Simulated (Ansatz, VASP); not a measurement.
## Two plane-wave programs on BN

The input POSCAR:

```
BN
1.0
    0.0000000000      1.7458259350      1.7458259350
    1.7458259350      0.0000000000      1.7458259350
    1.7458259350      1.7458259350      0.0000000000
B N
1 1
Direct
    0.0000000000      0.0000000000      0.0000000000
    0.5000000000      0.5000000000      0.5000000000
```

Contents of INCAR.step1:

```
SYSTEM = BN
PREC = Accurate
ENCUT = 520
EDIFF = 1E-5
ISMEAR = 0
SIGMA = 0.01
LREAL = .False.
LASPH = .True.
NELM = 60
ALGO = Normal
ISIF = 2
LWAVE = .True.
LCHARG = .False.
GGA = PE
NBANDS = 11
```

Contents of INCAR.step2:

```
SYSTEM = BN
PREC = Accurate
ENCUT = 520
EDIFF = 1E-6
ISMEAR = 0
SIGMA = 0.01
LREAL = .False.
LASPH = .True.
NELM = 60
ALGO = Normal
ISIF = 2
LWAVE = .False.
LCHARG = .False.
GGA = PE
LHFCALC = .True.
HFSCREEN = 0.2079
PRECFOCK = Normal
ISTART = 1
NBANDS = 11
```

KPOINTS

```
Automatic mesh
0
Gamma
  6 6 6
  0 0 0
```

Input for Ansatz:

```yaml
crystal:
  lattice:
    - [0.0, 1.745825935, 1.745825935]
    - [1.745825935, 0.0, 1.745825935]
    - [1.745825935, 1.745825935, 0.0]
  atoms:
    - { symbol: B, position: [0.0, 0.0, 0.0] }
    - { symbol: "N", position: [0.5, 0.5, 0.5] }
kpoints:
  mp_grid: { grid: [6, 6, 6] }
hamiltonian:
  xc: hse06
scf:
  occupations: { method: fixed }
  n_extra_bands: 4
output:
  forces: true
  stress: true
  eigenvalues: true
```

The cell was built by a generator and needn't be a form met in nature.

Alike in both runs: task single point; functional HSE06; k mesh 6 × 6 × 6; no spin polarisation.

|  | VASP | Ansatz |
| --- | --- | --- |
| version | VASP 6.6.1 | Ansatz 0.2.0 |
| potentials or method | VASP PAW PBE potentials, release 64 (B, N) | plane waves, PAW |
| plane-wave cutoff (eV) | 520 | 420 |
| occupations | gaussian, width 0.01 eV | fixed |
| valence electrons in the cell | 8 | 8 |

Ansatz gave:

| Item | Value |
| --- | --- |
| gap on the k mesh at the Fermi level (eV) | 2.18 |
| pressure (GPa) | -8.4 |

What did VASP give for the same quantities?

gap on the k mesh at the Fermi level (eV): 2.17; pressure (GPa): -8.2.

Ansatz warned: «stress_exchange_threshold_loose».

Caveats: the k mesh is coarse (spacing up to 0.52 Å⁻¹), so the values aren't converged, least of all with exact exchange; the PAW data sets were made with another functional, which shifts forces and pressure a little (VASP). A k mesh can miss the band edges.
